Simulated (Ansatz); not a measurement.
Rows from a G0W0 calculation on MgI2 (1T monolayer) (Ansatz 0.2.0; G0W0 on PBEsol, plane waves, PAW; 3×3×1 mesh, 510 empty bands, screening to 65 eV), in eV. Spin-orbit coupling is left out.

| row | k | band | start | Σx | Σc at the solution | Vxc |
| --- | --- | --- | --- | --- | --- | --- |
| A | Γ | v1 | -6.235 | -18.025 | 1.736 | -15.235 |
| B | (0.000, 0.333, 0.000) | c1 | -2.197 | -6.303 | -3.406 | -10.649 |
| C | Γ | c1 | -2.127 | -6.305 | -3.206 | -10.437 |
| D | (0.000, 0.333, 0.000) | c2 | -0.906 | -4.533 | -3.215 | -8.540 |
| E | (0.000, 0.333, 0.000) | v1 | -6.632 | -17.643 | 1.791 | -14.769 |
| F | Γ | c2 | -1.389 | -5.569 | -3.575 | -10.104 |

**Question.** Work out each quasiparticle level and how far it moved.

The quasiparticle equation reads E = start + Σx + Σc(E) − Vxc.

```csv
row,E (eV),shift (eV)
A,-7.289,−1.054
B,-1.257,+0.940
C,-1.201,+0.926
D,-0.114,+0.792
E,-7.715,−1.083
F,-0.430,+0.959
```

Limits: not at the basis limit; coarse mesh for a sheet; no spin-orbit coupling.

[Paths, hosts, dates, memory and timing lines, banners, echoed tables and standing remarks are left out of the program output.]

[Logs are printed without paths, hosts, clocks, repeated set-up lines and the standing remarks that a program may print on its own settings, such as how far it seeks lower states.]

[Runs of the session that timed out or met a known fault of the program may be left out.]

[Cells called generated may have been cut or substituted from an entry of the Crystallography Open Database or the Materials Project.]

[Hosts, paths, dates, database ids (printed as entryN), source tags and the programs' standing remarks are cut or masked in the printed files.]
